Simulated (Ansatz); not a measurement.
## BN, one cell by several methods

```yaml
crystal:
  lattice:
    - [0.00000, 1.81235, 1.81235]
    - [1.81235, 0.00000, 1.81235]
    - [1.81235, 1.81235, 0.00000]
  atoms:
    - { symbol: B, position: [0.00000, 0.00000, 0.00000] }
    - { symbol: N, position: [0.25000, 0.25000, 0.25000] }
```

Atoms are numbered in the order listed.

The cell was built from the zincblende type and relaxed in the same program, and has space group F-43m; it needn't be a known or the stable phase.

All numbers are computed: DFT, PBE, PAW with Ansatz's default frozen-core files, scalar-relativistic (Ansatz 0.2.0); DFT, PBE, all-electron LAPW, scalar-relativistic (Ansatz 0.2.0).

For PAW: a Γ-centred 16×16×16 k mesh, Fermi–Dirac smearing of 0.03 eV, cutoff 420 eV, no spin polarisation. LAPW targets a basis error of 0.25 meV/atom. The Ansatz runs share mesh, smearing and spin set-up. Plane-wave (PAW) pressures include the program's estimate of the Pulay term.

Stress and pressure are positive in compression.

Levels count from the top of the valence band.

PAW results:

```tsv
quantity	PAW
pressure (GPa)	-0.01
band gap (eV)	4.463
highest filled level at K (eV)	-4.044
lowest empty level at K (eV)	6.896
highest filled level at Γ (eV)	0.000
lowest empty level at Γ (eV)	8.792
```

What does LAPW (all electrons) give for the same quantities?


```csv
quantity,LAPW
pressure (GPa),-0.01
band gap (eV),4.459
highest filled level at K (eV),-4.043
lowest empty level at K (eV),6.893
highest filled level at Γ (eV),0.000
lowest empty level at Γ (eV),8.789
```
